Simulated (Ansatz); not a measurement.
# Cadmium, omega (AlB2-type) under revPBE: structure, energy and stiffness, part 1 of 2

What does revPBE give for cadmium in the omega (AlB2-type) structure? We relax it, solve it on a dense k-mesh, then scale the cell to 7 volumes from 88 to 112 % of the relaxed one and try a fit of the equation of state. Spin polarisation is left out. The k-meshes are 7×7×10 for the relaxation; 9×9×13 for the dense run; 8×8×11 for the volumes.

Method: DFT revPBE, plane waves (420 eV) with PAW, scalar-relativistic; the PAW data stem from PBE, with regenerated cores, in Ansatz 0.2.0.

### 1 The starting structure

The structure is hexagonal, space group P6/mmm (No. 191). Conventional cell: a = 4.959 Å, b = 4.959 Å, c = 3.040 Å, α = 90.00°, β = 90.00°, γ = 120.00°. Cd (site symmetry 6/mmm) has 14 Cd at 3.04 to 3.24 Å as nearest neighbours. Cd (site symmetry -6m2) has 11 Cd at 2.86 to 3.24 Å as nearest neighbours.

As a file:

```
Cd
1.0
     4.95941    0.00000    0.00000
    -2.47970    4.29497    0.00000
     0.00000    0.00000    3.04012
Cd
3
Direct
  0.00000 0.00000 0.00000
  0.33333 0.66667 0.50000
  0.66667 0.33333 0.50000
```

### 2 Relaxing cell and atoms

Contents of input.yaml:

```yaml
crystal:
  lattice:
    - [4.959407163, 0.0, 0.0]
    - [-2.4797035815, 4.2949725909, 0.0]
    - [0.0, 0.0, 3.0401165909]
  atoms:
    - { symbol: Cd, position: [0.0, 0.0, 0.0] }
    - { symbol: Cd, position: [0.3333333333, 0.6666666667, 0.5] }
    - { symbol: Cd, position: [0.6666666667, 0.3333333333, 0.5] }
hamiltonian:
  xc: revpbe
  pseudopotentials:
    kind: paw
    azcp:
      Cd: "pseudopotentials/Cd.paw.azcp"
basis:
  ecutwfc: 420
  fft_grid_basis: typed
kpoints:
  mp_grid: { grid: [7, 7, 10], shift: [0, 0, 0] }
magnetization:
  spin_polarized: false
scf:
  occupations: { method: fermi_dirac, width: 0.1 }
relax:
  max_steps: 60
  f_tol: 0.01
  cell: {}
```

The program printed (excerpt; [...] marks lines left out):

```text
Warning: RAYON_NUM_THREADS=2 ignored (pool sized by the plan → 2); use --threads N
[...]
Pseudopotentials: kind: paw
Pseudopotential: Cd, paw, valence charge 20, recommended cutoff 420 eV (normal), <dir>
Functional definition: revPBE
[...]
Crystal: 3 atoms, lattice volume = 64.756 Å³
Basis set: ecut = 420 eV, 1289 PW (Γ), exchange–correlation on 72×72×48 points (8 copies of the dense FFT grid, shifted against one another)
Bands: 36, of which v1, the nominal top of the filled ones, is band 30 counted from 1 (29 counted from 0)
Symmetry: 24 space group operations
Space group: P6/mmm (ITA 191), of the structure as read, at distance tolerance 4.0e-5 Å
k-points: 48 of 490
[...]
SCF iter   1: F=—  HF=-24780.650460 eV  |F-HF|=—  |Δ(HF+E_count)|=         —  Δρ=3.39e-3  dr2=6.01e-3  ethr=1.77e-3  ⟨swp⟩=5.9  Hψ=6211  notcnv=0  defer=5
[...]
relax step   1: F+E_penalty+E_count = -24780.64961647 eV  Δ(F+E_penalty+E_count) = +0.000e0 eV  max|allowed force component| = 2.313e-17 eV/Å  Δτ_max = 0.0000 Å  P = +6.367 GPa  Ω = 64.756 Å³  (6 SCF iters, dr2 threshold 1.00e-7 eV, accepted)
[...]
relax step   6: F+E_penalty+E_count = -24780.81503216 eV  Δ(F+E_penalty+E_count) = -3.922e-5 eV  max|allowed force component| = 1.272e-17 eV/Å  Δτ_max = 0.0000 Å  P = -0.012 GPa  Ω = 74.493 Å³  energy of the carried Pulay correction = +2.145e-5 eV  (4 SCF iters, dr2 threshold 8.96e-9 eV, accepted)
[...]
relax step   7: F+E_penalty+E_count = -24780.81501444 eV  Δ(F+E_penalty+E_count) = +1.772e-5 eV  max|allowed force component| = 1.850e-17 eV/Å  Δτ_max = 0.0000 Å  P = -0.012 GPa  Ω = 74.493 Å³  stress off target by 1.58e-2 GPa  SCF on the basis re-selected at this cell (its energy is not [...]
SCF converged after 4 iterations
Free energy (F): -24780.815014 eV
[...]
E sigma→0 (E₀):  -24780.796132 eV
Entropy (-TS):   -0.037764 eV (-12.588 meV/atom)
Fermi energy:    12.270602 eV
[...]
--- Forces (eV/Å), atoms counted from 1 ---
  atom   1  Cd     0.00000000    -0.00000000     0.00000000
  atom   2  Cd    -0.00000000    -0.00000000    -0.00000000
  atom   3  Cd    -0.00000000     0.00000000     0.00000000
[...]
--- Stress (GPa, compression-positive) ---
       -0.010641      -0.000000       0.000000
       -0.000000      -0.010641       0.000000
        0.000000       0.000000      -0.015807
  P = ⅓ Tr σ = -0.0124 GPa (-0.124 kbar)
--- Relaxed structure (5 steps of the walk, 5 accepted, 2 SCFs on fresh bases) ---
  F+E_penalty+E_count = -24780.81501444 eV   max|allowed force component| = 1.850e-17 eV/Å   (the final SCF, on the basis selected at the relaxed cell)
  cell:  # Å, volume = 74.4931 Å³
    - [5.224736819391793, 6.342768331679814e-34, 0.0]
    - [-2.6123684096958963, 4.524754813681201, 0.0]
    - [0.0, 0.0, 3.151058999251392]
  atoms:
    - { symbol: Cd, position: [-1.8690882230650324e-35, 4.203890210371057e-35, 0.0] }
    - { symbol: Cd, position: [0.3333333333333333, 0.6666666666666666, 0.5] }
    - { symbol: Cd, position: [0.6666666666666666, 0.3333333333333333, 0.5] }
```

Run time: 17 s. Hardware: 2 threads of an Arm CPU, shared host; peak memory 0.39 GiB.

The walk, from the log:

```tsv
step	energy change (meV/atom)	largest force (eV/Å)	pressure (GPa)	volume (Å³/atom)
1	0.00	0.0000	6.37	21.585
2	-54.00	0.0000	0.06	24.800
3	-54.13	0.0000	0.02	24.833
4	-54.22	0.0000	-0.02	24.852
5	-55.13	0.0000	-0.04	24.852
6	-55.14	0.0000	-0.01	24.831
7	-55.13	0.0000	-0.01	24.831
```

Steps that repeat a cell are solved on a basis chosen anew, so their changes of energy are no gain of the relaxation.

Changes in the cell that was computed:

|  | before | after | change |
| --- | --- | --- | --- |
| a (Å) | 4.959 | 5.225 | +5.4 % |
| b (Å) | 4.959 | 5.225 | +5.4 % |
| c (Å) | 3.040 | 3.151 | +3.6 % |
| volume (Å³/atom) | 21.585 | 24.831 | +15.0 % |
| shortest distance (Å) | 2.863 | 3.017 | +5.4 % |
| space group (spins left aside) | P6/mmm | P6/mmm | same |

### 3 Single point on a dense mesh

Contents of input.yaml:

```yaml
crystal:
  lattice:
    - [5.2247368194, 0.0, 0.0]
    - [-2.6123684097, 4.5247548137, 0.0]
    - [0.0, 0.0, 3.1510589993]
  atoms:
    - { symbol: Cd, position: [1.0, 0.0, 0.0] }
    - { symbol: Cd, position: [0.3333333333, 0.6666666667, 0.5] }
    - { symbol: Cd, position: [0.6666666667, 0.3333333333, 0.5] }
hamiltonian:
  xc: revpbe
  pseudopotentials:
    kind: paw
    azcp:
      Cd: "pseudopotentials/Cd.paw.azcp"
basis:
  ecutwfc: 420
  fft_grid_basis: typed
kpoints:
  mp_grid: { grid: [9, 9, 13], shift: [0, 0, 0] }
magnetization:
  spin_polarized: false
scf:
  occupations: { method: fermi_dirac, width: 0.1 }
output:
  write_density: true
  write_potential: true
  elf: true
  volumetric_format: npy
```

The program printed:

```text
Warning: RAYON_NUM_THREADS=2 ignored (pool sized by the plan → 2); use --threads N
Engine: ansatz 0.2.0, aarch64-unknown-linux-gnu
[... 3 set-up lines as earlier in the session ...]
  parameter kappa = 1.245
  parameter beta = 0.06672455060314922
  exchange = pbe_x(kappa = kappa, mu = beta*pi^2/3)
  correlation = pbe_c(beta = beta)
Crystal: 3 atoms, lattice volume = 74.493 Å³
Basis set: ecut = 420 eV, 1433 PW (Γ)
Bands: 36, of which v1, the nominal top of the filled ones, is band 30 counted from 1 (29 counted from 0)
[... 1 set-up line as earlier in the session ...]
Space group: P6/mmm (ITA 191), of the structure as read, at distance tolerance 4.2e-5 Å
k-points: 84 of 1053
Non-local potential: Cd, projectors of the file, l = 0: 3, l = 1: 2, l = 2: 2, l = 3: 1
PAW form: soft (Blöchl's): semilocal exchange-correlation on the pseudo side does not see the compensation charge
PAW frozen core: Cd, regenerated for the run's functional, and the local potential with it (the file was generated under x = pbe(κ = 0.804, μ = 0.2195149727645171), c = pbe(β = 0.06672455060314922))
PAW one-centre angular grid: Cd, 590 points (default); XC on 64 Gauss nodes
Initial density: superposition of atomic densities (neutral atoms: chi_scale 0, normalization atom), corrected by the library's trained network
Initial wavefunctions: pseudopotential atomic-orbital guess
Functional: x = revpbe(κ = 1.245, μ = 0.2195149727645171), c = pbe(β = 0.06672455060314922)
SCF iter   1: F=—  HF=-24780.806768 eV  |F-HF|=—  |Δ(HF+E_count)|=         —  Δρ=3.08e-3  dr2=6.28e-3  ethr=1.77e-3  ⟨swp⟩=5.9  Hψ=10926  notcnv=0  defer=6
preconditioner: auto → Kerker (q_TF=auto, 2.632 Å⁻¹)  [metal: Δε(μ)=0.028 eV  Ē_g=12.253 eV  σ=0.100 eV  W_gap=0.07  n_scr=26 (ndim 8)  ℏωp=25.8 eV  f_vac=0.000  D(μ)=1.10/eV (n_scr^D=6)]
SCF iter   2: F=—  HF=-24780.805848 eV  |F-HF|=—  |Δ(HF+E_count)|=   9.19e-4  Δρ=1.12e-3  dr2=9.99e-4  ethr=1.05e-5  ⟨swp⟩=2.2  Hψ=5093  notcnv=0  defer=5
SCF iter   3: F=—  HF=-24780.805775 eV  |F-HF|=—  |Δ(HF+E_count)|=   7.33e-5  Δρ=4.41e-4  dr2=1.55e-4  ethr=1.66e-6  ⟨swp⟩=2.1  Hψ=4438  notcnv=0  defer=5
SCF iter   4: F=—  HF=-24780.805810 eV  |F-HF|=—  |Δ(HF+E_count)|=   3.55e-5  Δρ=9.78e-5  dr2=1.26e-5  ethr=2.58e-7  ⟨swp⟩=2.7  Hψ=4494  notcnv=0  defer=5
SCF iter   5: F=—  HF=-24780.805822 eV  |F-HF|=—  |Δ(HF+E_count)|=   1.15e-5  Δρ=2.07e-5  dr2=4.80e-7  ethr=2.10e-8  ⟨swp⟩=2.0  Hψ=3256  notcnv=0  defer=5
SCF iter   6: F=-24780.805822 eV  HF=-24780.805822 eV  |F-HF|=1.30e-8  |Δ(HF+E_count)|=   2.51e-8  Δρ=6.79e-6  dr2=3.51e-8  ethr=1.67e-10  ⟨swp⟩=5.0  Hψ=8713  notcnv=0
SCF 1 converged in 6 iterations: F = -24780.805822 eV  dr2 = 3.51e-8
SCF converged after 6 iterations
Free energy (F): -24780.805822 eV
Harris-Foulkes:  -24780.805822 eV  (|F-HF|=1.30e-8)
Internal energy: -24780.768243 eV  (E = F + TS)
E sigma→0 (E₀):  -24780.787032 eV
Entropy (-TS):   -0.037578 eV (-12.526 meV/atom)
Fermi energy:    12.319030 eV
--- Per-component energies (eV) ---
  E_band       = -1308.457498
  E_kinetic    = 1513.097786
  E_local      = -9469.885315  (includes V_loc(G=0)·N_el)
  E_nonlocal   = 94.333054
  E_hartree    = 4417.468816
  E_xc         = -530.475232
  E_vxc        = -664.150921  (∫ρ·V_xc dr)
  E_paw        = -12264.959749  (= ΣΔE_a)
  E_vpaw       = -1616.789373  (= ΣTr[D̂ρ^β])
  E_aug_tail   = 0.000040  (compensation charges beyond the density's cutoff)
  E_ewald      = -8540.106202
  E_core_change = -0.241441  (= ΣΔE_core)
  E_smearing   = -0.037578  (= −TS)
  E_closure    = 0.000000  (closes the sum)
  Σ components = -24780.805822   (vs F -24780.805822, Δ=0.00e0)
--- Band table (eV; the first three rows and the last of 84) ---
  k-point 0: bands = ["-90.5330", "-90.5305", "-90.4901", "-51.5954", "-51.5954", "-51.5770", "-51.5751", "-51.5751", "-51.5736", "-51.5454", "-51.5454", "-51.5365", "2.8931", "3.3129", "3.3344", "3.4233", "3.4233", "3.5803", "3.5803", "3.5813", "3.5813", "3.6860", "3.6860", "3.7169", "3.7169", "4.0615", "4.0615", "4.4162", "12.3855", "12.5913", "13.2268", "13.2268", "13.2771", "13.2771", "19.7478", "23.5801"]
  k-point 1: bands = ["-90.5330", "-90.5305", "-90.4900", "-51.5953", "-51.5953", "-51.5779", "-51.5751", "-51.5751", "-51.5745", "-51.5454", "-51.5454", "-51.5374", "2.9313", "3.3517", "3.3832", "3.4229", "3.4229", "3.5186", "3.5186", "3.5401", "3.5401", "3.7325", "3.7325", "3.7330", "3.7330", "4.0502", "4.0502", "4.5160", "12.4500", "12.6614", "13.3270", "13.3270", "13.3910", "13.3910", "18.6744", "24.7814"]
  k-point 2: bands = ["-90.5329", "-90.5304", "-90.4899", "-51.5951", "-51.5951", "-51.5806", "-51.5771", "-51.5748", "-51.5748", "-51.5452", "-51.5452", "-51.5401", "3.0357", "3.3818", "3.3818", "3.4539", "3.4545", "3.4545", "3.4547", "3.4547", "3.5201", "3.7468", "3.7468", "3.7929", "3.7929", "4.0256", "4.0256", "4.8256", "12.6457", "12.8771", "13.6191", "13.6191", "13.7262", "13.7262", "16.8091", "24.2145"]
  k-point 83: bands = ["-90.5310", "-90.5310", "-90.4893", "-51.5962", "-51.5918", "-51.5918", "-51.5838", "-51.5838", "-51.5717", "-51.5527", "-51.5446", "-51.5446", "3.0441", "3.1424", "3.3233", "3.3233", "3.3677", "3.3677", "3.4376", "3.4376", "3.7099", "3.7133", "3.7133", "4.0715", "4.0970", "4.1576", "4.1576", "10.8341", "11.0170", "11.0170", "12.4513", "12.4677", "12.4677", "18.3498", "19.0332", "19.0332"]
```

It took 5.4 s on 2 threads of an Arm CPU, shared host; peak memory 0.42 GiB.

Density in a lattice plane of the grid's cell (edges 5.22 and 5.22 Å, at 0.500 of the third edge), which holds Cd.

Values in e/Å³, 12 rows by 12 columns:
```
 0.13  0.10  0.09  0.11  0.20  0.34  0.32  0.19  0.11  0.09  0.10  0.12
 0.10  0.09  0.12  0.33  1.43  2.64  1.26  0.30  0.11  0.09  0.09  0.10
 0.08  0.11  0.33  2.81 12.22 11.67  2.63  0.31  0.11  0.08  0.09  0.09
 0.10  0.20  1.43 12.22 26.59 12.22  1.43  0.20  0.10  0.11  0.11  0.11
 0.15  0.34  2.64 11.67 12.22  2.82  0.35  0.16  0.20  0.31  0.30  0.19
 0.17  0.32  1.26  2.63  1.43  0.35  0.19  0.35  1.43  2.63  1.26  0.32
 0.15  0.19  0.30  0.31  0.20  0.16  0.35  2.82 12.22 11.67  2.64  0.34
 0.10  0.11  0.11  0.11  0.10  0.20  1.43 12.22 26.59 12.22  1.43  0.20
 0.08  0.09  0.09  0.08  0.11  0.31  2.63 11.67 12.22  2.81  0.33  0.11
 0.10  0.10  0.09  0.09  0.11  0.30  1.26  2.64  1.43  0.33  0.12  0.09
 0.13  0.12  0.10  0.09  0.11  0.19  0.32  0.34  0.20  0.11  0.09  0.10
 0.14  0.13  0.10  0.08  0.10  0.15  0.17  0.15  0.10  0.08  0.10  0.13
```
Columns run along the first of these edges and rows up along the second, over one cell in 12 and 12 even steps from the bottom left corner. Atoms in the plane (fractional): Cd at (0.33, 0.67), Cd at (0.67, 0.33).

ELF in the same plane.

Ten even steps from '0' (0.19) to '9' (0.90):
```
000000000000000000000000
000000000000000000000000
000000001122100000000000
000000123443210000000000
000001346764310000000000
000013579974200000000000
000024699853100000000000
000124687531000000000000
000124554310000000000000
000012321000000012321000
000000000000001345542100
000000000000013578642100
000000000000135899642000
000000000000247997531000
000000000001346764310000
000000000001234432100000
000000000000122110000000
000000000000000000000000
000000000000000000000000
000000000000000000000000
```
Columns run along the first of these edges and rows up along the second, over one cell in 24 and 20 even steps from the bottom left corner. Atoms in the plane (fractional): Cd at (0.33, 0.67), Cd at (0.67, 0.33).

Both are smooth fields of the valence electrons: close to the nuclei they are not physical.

### 4 Equation of state: 88 %

Contents of input.yaml:

```yaml
crystal:
  lattice:
    - [5.0067815489, 0.0, 0.0]
    - [-2.5033907744, 4.3360000125, 0.0]
    - [0.0, 0.0, 3.019609332]
  atoms:
    - { symbol: Cd, position: [1.0, 0.0, 0.0] }
    - { symbol: Cd, position: [0.3333333333, 0.6666666667, 0.5] }
    - { symbol: Cd, position: [0.6666666667, 0.3333333333, 0.5] }
hamiltonian:
  xc: revpbe
  pseudopotentials:
    kind: paw
    azcp:
      Cd: "pseudopotentials/Cd.paw.azcp"
basis:
  ecutwfc: 420
  fft_grid_basis: typed
kpoints:
  mp_grid: { grid: [8, 8, 11], shift: [0, 0, 0] }
magnetization:
  spin_polarized: false
scf:
  occupations: { method: fermi_dirac, width: 0.1 }
  lower_state_search: "off"
output:
  stress: true
```

The program printed (excerpt; [...] marks lines left out):

```text
Warning: RAYON_NUM_THREADS=2 ignored (pool sized by the plan → 2); use --threads N
[...]
[... 3 set-up lines as earlier in the session ...]
[...]
Crystal: 3 atoms, lattice volume = 65.554 Å³
Basis set: ecut = 420 eV, 1289 PW (Γ)
Bands: 35, of which v1, the nominal top of the filled ones, is band 30 counted from 1 (29 counted from 0)
[... 2 set-up lines as earlier in the session ...]
k-points: 60 of 704
[...]
SCF iter   1: F=—  HF=-24780.676814 eV  |F-HF|=—  |Δ(HF+E_count)|=         —  Δρ=3.28e-3  dr2=5.66e-3  ethr=1.77e-3  ⟨swp⟩=5.7  Hψ=7292  notcnv=0
[...]
SCF iter   6: F=-24780.676082 eV  HF=-24780.676082 eV  |F-HF|=5.01e-9  |Δ(HF+E_count)|=   2.29e-8  Δρ=3.99e-6  dr2=1.67e-8  ethr=1.67e-10  ⟨swp⟩=4.0  Hψ=6099  notcnv=0
[...]
SCF converged after 6 iterations
Free energy (F): -24780.676082 eV
[...]
E sigma→0 (E₀):  -24780.659226 eV
Entropy (-TS):   -0.033712 eV (-11.237 meV/atom)
Fermi energy:    14.606085 eV
[...]
--- Stress (GPa, compression-positive) ---
        5.501199       0.000000       0.000000
        0.000000       5.501199       0.000000
        0.000000       0.000000       5.429640
  P = ⅓ Tr σ = 5.4773 GPa (54.773 kbar)
```

Wall time 3 s (2 threads of an Arm CPU, shared host); peak memory 0.37 GiB.

### 5 Equation of state: 92 %

input.yaml, as its differences from that of step 4:

```diff
@@ -2,5 +2,5 @@
   lattice:
-    - [5.0067815489, 0.0, 0.0]
-    - [-2.5033907744, 4.3360000125, 0.0]
-    - [0.0, 0.0, 3.019609332]
+    - [5.0815206505, 0.0, 0.0]
+    - [-2.5407603252, 4.4007259732, 0.0]
+    - [0.0, 0.0, 3.0646847734]
   atoms:
@@ -27 +27,5 @@
   stress: true
+  write_density: true
+  write_potential: true
+  elf: true
+  volumetric_format: npy
```

The program printed (excerpt; [...] marks lines left out):

```text
Warning: RAYON_NUM_THREADS=2 ignored (pool sized by the plan → 2); use --threads N
[...]
[... 3 set-up lines as earlier in the session ...]
[...]
Crystal: 3 atoms, lattice volume = 68.534 Å³
Basis set: ecut = 420 eV, 1349 PW (Γ)
Bands: 36, of which v1, the nominal top of the filled ones, is band 30 counted from 1 (29 counted from 0)
[... 1 set-up line as earlier in the session ...]
Space group: P6/mmm (ITA 191), of the structure as read, at distance tolerance 4.1e-5 Å
k-points: 60 of 704
[...]
SCF iter   1: F=—  HF=-24780.755664 eV  |F-HF|=—  |Δ(HF+E_count)|=         —  Δρ=3.19e-3  dr2=5.81e-3  ethr=1.77e-3  ⟨swp⟩=5.8  Hψ=7758  notcnv=0  defer=6
[...]
SCF iter   6: F=-24780.754813 eV  HF=-24780.754813 eV  |F-HF|=6.83e-9  |Δ(HF+E_count)|=   1.52e-8  Δρ=5.52e-6  dr2=2.31e-8  ethr=1.67e-10  ⟨swp⟩=9.4  Hψ=12819  notcnv=0
[...]
SCF converged after 6 iterations
Free energy (F): -24780.754813 eV
[...]
E sigma→0 (E₀):  -24780.736923 eV
Entropy (-TS):   -0.035779 eV (-11.926 meV/atom)
Fermi energy:    13.761411 eV
[...]
--- Stress (GPa, compression-positive) ---
        3.119713      -0.000000       0.000000
       -0.000000       3.119713       0.000000
        0.000000       0.000000       3.075112
  P = ⅓ Tr σ = 3.1048 GPa (31.048 kbar)
--- Band table (eV; the first three rows and the last of 60) ---
[...]
```

It took 4.4 s on 2 threads of an Arm CPU, shared host; peak memory 0.38 GiB.

### 6 Equation of state: 96 %

input.yaml, as its differences from that of step 5:

```diff
@@ -2,5 +2,5 @@
   lattice:
-    - [5.0815206505, 0.0, 0.0]
-    - [-2.5407603252, 4.4007259732, 0.0]
-    - [0.0, 0.0, 3.0646847734]
+    - [5.1541236117, 0.0, 0.0]
+    - [-2.5770618058, 4.463601982, 0.0]
+    - [0.0, 0.0, 3.1084719004]
   atoms:
@@ -27,5 +27 @@
   stress: true
-  write_density: true
-  write_potential: true
-  elf: true
-  volumetric_format: npy
```

The program printed (excerpt; [...] marks lines left out):

```text
Warning: RAYON_NUM_THREADS=2 ignored (pool sized by the plan → 2); use --threads N
[...]
[... 3 set-up lines as earlier in the session ...]
[...]
Crystal: 3 atoms, lattice volume = 71.513 Å³
Basis set: ecut = 420 eV, 1409 PW (Γ)
Bands: 35, of which v1, the nominal top of the filled ones, is band 30 counted from 1 (29 counted from 0)
[... 2 set-up lines as earlier in the session ...]
k-points: 60 of 704
[...]
SCF iter   1: F=—  HF=-24780.796303 eV  |F-HF|=—  |Δ(HF+E_count)|=         —  Δρ=3.12e-3  dr2=6.01e-3  ethr=1.77e-3  ⟨swp⟩=5.5  Hψ=7277  notcnv=0
[...]
SCF iter   6: F=-24780.795414 eV  HF=-24780.795414 eV  |F-HF|=4.89e-9  |Δ(HF+E_count)|=   7.01e-9  Δρ=4.74e-6  dr2=2.38e-8  ethr=1.67e-10  ⟨swp⟩=4.0  Hψ=6484  notcnv=0
[...]
SCF converged after 6 iterations
Free energy (F): -24780.795414 eV
[...]
E sigma→0 (E₀):  -24780.776681 eV
Entropy (-TS):   -0.037466 eV (-12.489 meV/atom)
Fermi energy:    12.997505 eV
[...]
--- Stress (GPa, compression-positive) ---
        1.351347      -0.000000       0.000000
       -0.000000       1.351347       0.000000
        0.000000       0.000000       1.340563
  P = ⅓ Tr σ = 1.3478 GPa (13.478 kbar)
```

It took 3 s on 2 threads of an Arm CPU, shared host; peak memory 0.38 GiB.

### 7 Equation of state: 100 %

input.yaml, as its differences from that of step 6:

```diff
@@ -2,5 +2,5 @@
   lattice:
-    - [5.1541236117, 0.0, 0.0]
-    - [-2.5770618058, 4.463601982, 0.0]
-    - [0.0, 0.0, 3.1084719004]
+    - [5.2247368194, 0.0, 0.0]
+    - [-2.6123684097, 4.5247548137, 0.0]
+    - [0.0, 0.0, 3.1510589993]
   atoms:
```

The program printed (excerpt; [...] marks lines left out):

```text
Warning: RAYON_NUM_THREADS=2 ignored (pool sized by the plan → 2); use --threads N
[...]
[... 3 set-up lines as earlier in the session ...]
[...]
Crystal: 3 atoms, lattice volume = 74.493 Å³
Basis set: ecut = 420 eV, 1433 PW (Γ)
Bands: 35, of which v1, the nominal top of the filled ones, is band 30 counted from 1 (29 counted from 0)
[... 2 set-up lines as earlier in the session ...]
k-points: 60 of 704
[...]
SCF iter   1: F=—  HF=-24780.808779 eV  |F-HF|=—  |Δ(HF+E_count)|=         —  Δρ=3.09e-3  dr2=6.31e-3  ethr=1.77e-3  ⟨swp⟩=5.5  Hψ=7279  notcnv=0
[...]
SCF iter   6: F=-24780.807819 eV  HF=-24780.807819 eV  |F-HF|=2.50e-9  |Δ(HF+E_count)|=   1.73e-8  Δρ=4.95e-6  dr2=2.55e-8  ethr=1.67e-10  ⟨swp⟩=4.1  Hψ=6495  notcnv=0
[...]
SCF converged after 6 iterations
Free energy (F): -24780.807819 eV
[...]
E sigma→0 (E₀):  -24780.788613 eV
Entropy (-TS):   -0.038410 eV (-12.803 meV/atom)
Fermi energy:    12.301678 eV
[...]
--- Stress (GPa, compression-positive) ---
        0.052175      -0.000000       0.000000
       -0.000000       0.052175       0.000000
        0.000000       0.000000       0.051303
  P = ⅓ Tr σ = 0.0519 GPa (0.519 kbar)
```

It took 3.2 s on 2 threads of an Arm CPU, shared host; peak memory 0.38 GiB.

(Continued in part 2 of 2.)
